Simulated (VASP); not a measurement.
Here is the system:

```
LiI
1.0
    0.00000     2.95138     2.95138
    2.95138     0.00000     2.95138
    2.95138     2.95138     0.00000
Li I
1 1
Direct
  0.00000   0.00000   0.00000
  0.50000   0.50000   0.50000
```

Method: PBEsol GGA, VASP's PBE PAW potentials (set 64) (plane waves; VASP 6.6.1). Settings: 520 eV cut-off, 8×8×8 Γ-centred mesh, Gaussian smearing of 0.050 eV, potentials Li_sv I.

Problem. The job: LiI (rock salt), 2 atoms, PBEsol, static run, 520 eV, 8×8×8 Γ-centred mesh. Roughly how much core time does it take on a busy server core?

Solution. About 9 core-seconds (one run on a shared machine, a rough figure). It had 29 irreducible k-points, 9 bands, up to 1411 plane waves and 14 electronic steps.

The compound is LiI in the rock salt structure. It was relaxed first, which changed the volume by -6 %.
